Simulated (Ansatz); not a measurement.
# ZrB2 in Ansatz: the effect of functional

ZrB2:

```
Zr B
1.0
     3.14872    0.00000    0.00000
    -1.57436    2.72688    0.00000
     0.00000    0.00000    3.50929
Zr B
1 2
Direct
  0.00000 0.00000 0.00000
  0.66667 0.33333 0.50000
  0.33333 0.66667 0.50000
```

The cell isn't the ideal one: volume scaled by 0.98.

Alike in all runs:

```yaml
Program: Ansatz 0.2.0
Task: single point
Potentials_or_basis: Ansatz PAW
k_mesh: 10 × 10 × 8
Occupations: fermi-dirac, width 0.05 eV
Spin: no spin polarisation
```

| functional | cutoff | pressure (GPa) |
| --- | --- | --- |
| LDA | 420 eV (not typed: the program's choice for these potentials) | ? |
| r2SCAN | 500 eV (not typed: the program's choice for these potentials) | 6.0 |
| PBE | 420 eV (not typed: the program's choice for these potentials) | 5.9 |

Question: What does the run with functional LDA give?

Answer: Pressure -4.0 GPa.

Caveats: the PAW data sets come from PBE, with cores solved anew for the run's functional, which leaves a small shift of forces and pressure (some runs).
